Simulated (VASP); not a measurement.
# Pt in VASP: a series of runs, part 2 of 2

VASP 6.6.1. Earlier steps stand in the parts before.

### Step 3. Single point, PBE

This run uses another cell than the first one, of 37.53 Å³/atom, 1.122 times its volume.

File INCAR:

```
PREC = Accurate
ENCUT = 400
EDIFF = 1E-7
ISMEAR = 1
SIGMA = 0.1
LREAL = F
LASPH = T
NELM = 120
ALGO = Normal
ISIF = 2
LWAVE = F
LCHARG = F
LDIPOL = T
IDIPOL = 3
DIPOL = 0.5 0.5 0.500
GGA = PE
NBANDS = 56
LVHAR = T
LVACPOTAV = T
```

File KPOINTS:

```
Automatic mesh
0
Gamma
  10 7 1
```

File POSCAR:

```
Pt
1.0
    2.7688887338      0.0000000000      0.0000000000
    0.0000000000      3.9158000000      0.0000000000
    0.0000000000      0.0000000000     27.6911105682
Pt
8
Direct
    0.5000000000      0.5000000000      0.3250140502
    0.0000000000      0.0000000000      0.3750100358
    0.5000000000      0.5000000000      0.4250060215
    0.0000000000      0.0000000000      0.4750020072
    0.5000000000      0.5000000000      0.5249979928
    0.0000000000      0.0000000000      0.5749939785
    0.5000000000      0.5000000000      0.6249899642
    0.0000000000      0.0000000000      0.6749859498
```

Potentials or basis: VASP PAW PBE potentials, release 64 (Pt).

Command:

```console
cat potpaw_PBE.64/Pt/POTCAR > POTCAR
mpirun -np 1 vasp_std > vasp.out
```

OUTCAR:

```text
PREC = Accurate
   ENCUT = 400
   EDIFF = 1E-7
   ISMEAR = 1
   LREAL = F
   LASPH = T
   NELM = 120
   ISIF = 2
   GGA = PE

 Found     24 irreducible k-points:

 Following reciprocal coordinates:
            Coordinates               Weight
  0.000000  0.000000  0.000000      1.000000
  0.100000  0.000000  0.000000      2.000000
  0.200000  0.000000  0.000000      2.000000
  0.300000  0.000000  0.000000      2.000000
  0.400000  0.000000  0.000000      2.000000
  0.500000  0.000000  0.000000      1.000000
   k-points           NKPTS =     24   k-points in BZ     NKDIM =     24   number of bands    NBANDS=     56
   number of dos      NEDOS =    301   number of ions     NIONS =      8
   total plane-waves  NPLWV =  96768
   dimension x,y,z NGX =    18 NGY =   28 NGZ =  192
   dimension x,y,z NGXF=    36 NGYF=   56 NGZF=  384
   ions per type =               8
   NGX,Y,Z   is equivalent  to a cutoff of  10.81, 11.89, 11.53 a.u.
   NGXF,Y,Z  is equivalent  to a cutoff of  21.61, 23.77, 23.05 a.u.
 SYSTEM =  unknown system
   PREC   = accura    normal or accurate (medium, high low for compatibility)
   ISTART =      0    job   : 0-new  1-cont  2-samecut
   ICHARG =      2    charge: 1-file 2-atom 10-const
   ISPIN  =      1    spin polarized calculation?
   LNONCOLLINEAR =      F non collinear calculations
   LSORBIT =      F    spin-orbit coupling
   LASPH  =      T    aspherical Exc in radial PAW
   ENCUT  =  400.0 eV  29.40 Ry    5.42 a.u.   4.52  6.39 45.16*2*pi/ulx,y,z
   NELM   =    120;   NELMIN=  2; NELMDL= -5     # of ELM steps
   EDIFF  = 0.1E-06   stopping-criterion for ELM
   LREAL  =      F    real-space projection
   EDIFFG = 0.1E-05   stopping-criterion for IOM
   NSW    =      0    number of steps for IOM
   IBRION =     -1    ionic relax: 0-MD 1-quasi-New 2-CG
   NFREE  =      0    steps in history (QN), initial steepest desc. (CG)
   ISIF   =      2    stress and relaxation
   ISYM   =      2    0-nonsym 1-usesym 2-fastsym
   POTIM  = 0.5000    time-step for ionic-motion
   TEBEG  =    0.0;   TEEND  =   0.0 temperature during run
   PSTRESS=    0.0 pullay stress
   NELECT =      80.0000    total number of electrons
   NUPDOWN=      -1.0000    fix difference up-down
   EMIN   =  10.00;   EMAX   =-10.00  energy-range for DOS
   EFERMI =   0.00;   METHOD = LEGACY
   ISMEAR =     1;   SIGMA  =   0.10  broadening in eV -4-tet -1-fermi 0-gaus
   EFERMI_NEDOS =   21; number of points for ismear=-14 and -15
   IALGO  =     38    algorithm
   IMIX   =      4    mixing-type and parameters
     AMIX     =   0.40;   BMIX     =  1.00
     AMIX_MAG =   1.60;   BMIX_MAG =  1.00
  volume/ion in A,a.u.               =      37.53       253.26
  Fermi-wavevector in a.u.,A,eV,Ry     =   1.053455  1.990741 15.099306  1.109768
  Thomas-Fermi vector in A             =   2.188577
   LORBIT       =      0    0 simple, 1 ext, 2 COOP (PROOUT), +10 PAW based schemes
   GGA     = PE    functional components
   LHFCALC =     F    Hartree Fock is set to
   AEXX    =    0.0000 exact exchange contribution
   IVDW    =     0    specifies the selected vdW correction
   LEPSILON=     F    determine dielectric tensor
   LRPA    =     F    only Hartree local field effects (RPA)
 non-spin polarized calculation
 Methfessel and Paxton  Order N= 1 SIGMA  =   0.10
  energy-cutoff  :      400.00
  volume of cell :      300.24
 maximum number of plane-waves:      5498
   NGX =  9   NGY = 13   NGZ = 91

 dipolmoment           0.000000      0.000000     -0.000000 electrons x Angstroem

 number of electron      79.9999999 magnetization

 dipolmoment           0.000000      0.000000      0.000000 electrons x Angstroem

 Free energy of the ion-electron system (eV)
  ---------------------------------------------------
  ext. energy  EPLUGINS =         0.00000000
  ---------------------------------------------------
  free energy    TOTEN  =       -45.99725140 eV

  energy without entropy =      -45.98396326  energy(sigma->0) =      -45.99282202

 E-fermi :   1.2742     XC(G=0):  -6.1533

 val. band max:        1.2709206400   @ k =   0.0000   0.4286   0.0000
 cond. band min:       1.2757683242   @ k =   0.0000   0.1429   0.0000
 fundamental gap:      0.0048476842
 Fermi energy:         1.2741742856

 k-point     1 :       0.0000    0.0000    0.0000
  band No.  band energies     occupation
      1      -8.5758      2.00000
      2      -7.4896      2.00000
      3      -6.0635      2.00000
      4      -5.5736      2.00000
      5      -5.1050      2.00000
      6      -5.0249      2.00000
[... 44 lines left out ...]
     51       6.6615      0.00000
     52       7.5574      0.00000

 k-point     2 :       0.1000    0.0000    0.0000
  band No.  band energies     occupation
      1      -8.3103      2.00000
      2      -7.2398      2.00000
      3      -5.8518      2.00000
      4      -5.3590      2.00000
      5      -4.9555      2.00000
      6      -4.7865      2.00000
[... 44 lines left out ...]
     51       6.9968      0.00000
     52       7.7770      0.00000

 k-point     3 :       0.2000    0.0000    0.0000
  band No.  band energies     occupation
      1      -7.5642      2.00000
      2      -6.5761      2.00000
      3      -5.4297      2.00000
      4      -4.9198      2.00000
      5      -4.5679      2.00000
      6      -4.4479      2.00000
[... 44 lines left out ...]
     51       8.2793      0.00000
     52       8.3308      0.00000

 k-point     4 :       0.3000    0.0000    0.0000
  band No.  band energies     occupation
      1      -6.4913      2.00000
      2      -5.7897      2.00000
      3      -5.3161      2.00000
      4      -4.9680      2.00000
      5      -4.6477      2.00000
      6      -4.6361      2.00000
[... 44 lines left out ...]
     51       8.4655      0.00000
     52       8.9329      0.00000

 k-point     5 :       0.4000    0.0000    0.0000
  band No.  band energies     occupation
      1      -5.5125      2.00000
      2      -5.5021      2.00000
      3      -5.3444      2.00000
      4      -5.0622      2.00000
      5      -5.0240      2.00000
      6      -5.0170      2.00000
[... 44 lines left out ...]
     51       9.4036      0.00000
     52       9.6004      0.00000

 k-point     6 :       0.5000    0.0000    0.0000
  band No.  band energies     occupation
      1      -5.5907      2.00000
      2      -5.5907      2.00000
      3      -5.1546      2.00000
      4      -5.1546      2.00000
      5      -4.9309      2.00000
      6      -4.9309      2.00000
[... 44 lines left out ...]
     51      10.3120      0.00000
     52      10.3120      0.00000

 [... further k-points ...]

 [bands above 52 left out]

------------------------ aborting loop because EDIFF is reached ----------------------------------------

  FORCE on cell =-STRESS in cart. coord.  units (eV):
  Direction    XX          YY          ZZ          XY          YZ          ZX
  --------------------------------------------------------------------------------------
  -------------------------------------------------------------------------------------
  Total       -0.6892569      2.3688679      3.9072327      0.0000000      0.0000000      0.0000000
  in kB       -3.6781150     12.6411052     20.8503564      0.0000000      0.0000000      0.0000000
  external PRESSURE =       9.9377822 kB  Pullay stress =       0.0000000 kB

 VOLUME and BASIS-vectors are now :
 -----------------------------------------------------------------------------
  energy-cutoff  :      400.00
  volume of cell :      300.24
      direct lattice vectors                 reciprocal lattice vectors
     2.768888734  0.000000000  0.000000000     0.361155718  0.000000000  0.000000000
     0.000000000  3.915800000  0.000000000     0.000000000  0.255375658  0.000000000
     0.000000000  0.000000000 27.691110568     0.000000000  0.000000000  0.036112672

 POSITION                                       TOTAL-FORCE (eV/Angst)
 -----------------------------------------------------------------------------------
      1.38444      1.95790      9.00000         0.000000      0.000000      0.414392
      0.00000      0.00000     10.38444         0.000000      0.000000     -1.166202
      1.38444      1.95790     11.76889         0.000000      0.000000     -0.019332
      0.00000      0.00000     13.15333         0.000000      0.000000      0.086495
      1.38444      1.95790     14.53778         0.000000      0.000000     -0.086495
      0.00000      0.00000     15.92222         0.000000      0.000000      0.019332
      1.38444      1.95790     17.30667         0.000000      0.000000      1.166202
      0.00000      0.00000     18.69111         0.000000      0.000000     -0.414392
 -----------------------------------------------------------------------------------
    total drift:                                0.000000      0.000000      0.000000

  FREE ENERGIE OF THE ION-ELECTRON SYSTEM (eV)
  ---------------------------------------------------
  free  energy   TOTEN  =       -45.9972514031 eV

  energy  without entropy=      -45.9839632642  energy(sigma->0) =      -45.99282202

 vacuum level on the upper side and lower side of the slab         6.636         6.636
```

It took 5.5 min on 1 thread of Intel Xeon 6975P-C (Granite Rapids), shared host; peak memory 0.4 GiB.

The run converged, but some of its settings lie outside the range that counts as converged, so its numbers aren't taken as properties of the slab.

What came out:

| Item | Value |
| --- | --- |
| Free energy | -45.9973 eV |
| Largest force | 1.166 eV/Å |
| Band gap on the k mesh | none (metal or under the smearing width) |
| Work function of the upper face | 5.36 eV |
| Work function of the lower face | 5.36 eV |

### Step 4. Single point, PBE

This run uses another cell than the first one, of 29.40 Å³/atom, 0.878 times its volume.

Edit INCAR of step 3 so:

```diff
@@ -4,3 +4,3 @@
 ISMEAR = 1
-SIGMA = 0.1
+SIGMA = 0.02
 LREAL = F
```

File KPOINTS:

```
Automatic mesh
0
Gamma
  12 9 1
```

File POSCAR:

```
Pt
1.0
    2.7688887338      0.0000000000      0.0000000000
    0.0000000000      3.9158000000      0.0000000000
    0.0000000000      0.0000000000     21.6911105682
Pt
8
Direct
    0.5000000000      0.5000000000      0.2766110099
    0.0000000000      0.0000000000      0.3404364356
    0.5000000000      0.5000000000      0.4042618614
    0.0000000000      0.0000000000      0.4680872871
    0.5000000000      0.5000000000      0.5319127129
    0.0000000000      0.0000000000      0.5957381386
    0.5000000000      0.5000000000      0.6595635644
    0.0000000000      0.0000000000      0.7233889901
```

Command:

```console
cat potpaw_PBE.64/Pt/POTCAR > POTCAR
mpirun -np 1 vasp_std > vasp.out
```

Wall time 5.1 min (1 thread of Intel Xeon 6975P-C (Granite Rapids), shared host); peak memory 0.36 GiB.

These settings aren't checked as converged: the numbers below hold their error.

What came out:

```yaml
Free_energy: -46.0327 eV
Largest_force: 1.118 eV/Å
Band_gap_on_the_k_mesh: none (metal or under the smearing width)
Work_function_of_the_upper_face: 5.34 eV
Work_function_of_the_lower_face: 5.34 eV
```
